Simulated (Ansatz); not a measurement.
# An elastic constant from a strain scan in Ti

Method: Ansatz, DFT PBE, scalar-relativistic, plane waves, PAW. The runs took a 420 eV cutoff, a Γ-centred 24×24×14 mesh and Gaussian smearing (0.15 eV). No spin polarisation. Energies are free energies at this smearing, counted from the undisturbed cell; pressure is positive in compression.

The undisturbed cell (relaxed at this level; with this scan's settings it stands at 0.1 GPa):

```
Ti
1.0
     2.93846    0.00000    0.00000
    -1.46923    2.54478    0.00000
     0.00000    0.00000    4.65063
Ti
2
Direct
  0.33333 0.66667 0.25000
  0.66667 0.33333 0.75000
```

The cell is strained by ε times the Voigt pattern (1, -1, 0, 0, 0, 0) (xx, yy, zz, yz, xz, xy; engineering shear) with fractional coordinates fixed. The cell holds 2 atoms in V0 = 34.78 Å³. The stress column is τ = (1/V0) dE/dε, got from the stress tensor σ (compression positive) at each point as −det(1 + εP) σ : P(1 + εP)⁻¹, with P the pattern as a tensor.

| ε | ΔE (meV/atom) | τ (GPa) |
| --- | --- | --- |
| -0.0200 | 5.662 | -5.220 |
| -0.0150 | 3.183 | -3.917 |
| -0.0100 | 1.412 | -2.608 |
| -0.0050 | 0.352 | -1.300 |
| 0.0000 | 0.000 | 0.000 |
| 0.0050 | 0.349 | 1.285 |
| 0.0100 | 1.390 | 2.546 |
| 0.0150 | 3.107 | 3.776 |
| 0.0200 | ? | ? |

Task: Which combination of elastic constants does this scan measure, and how large is it?

Result: For small ε, τ = τ0 + Kε with K = pᵀCp, which for this pattern is C11 + C22 − 2 C12 in the Cartesian frame shown. The parabola through τ at ε = -0.0050, 0 and 0.0050 has slope K = 258 GPa at zero. The energies per cell, E = NΔE, of the same two points give K = 2[E(ε₊)/ε₊ − E(ε₋)/ε₋]/[(ε₊ − ε₋)V0] = 259 GPa, in agreement. These are clamped-ion values.

Task: Predict the withheld row at ε = 0.0200 from the harmonic law, and compare.

Result: ΔE = V0(τ0 ε + Kε²/2)/N = 5.611 meV/atom and τ = 5.17 GPa. The calculation gives 5.481 meV/atom and 4.97 GPa, a miss of 2.3 % of the harmonic energy, so the harmonic law still holds here.

Forces appear on the atoms along this scan, and letting them relax would lower the energy and soften the response. In a metal these slopes depend on the k mesh and the smearing.

Cost: 9 runs of about 5.2 core-minutes in all, on Arm Neoverse V1 (shared hosts).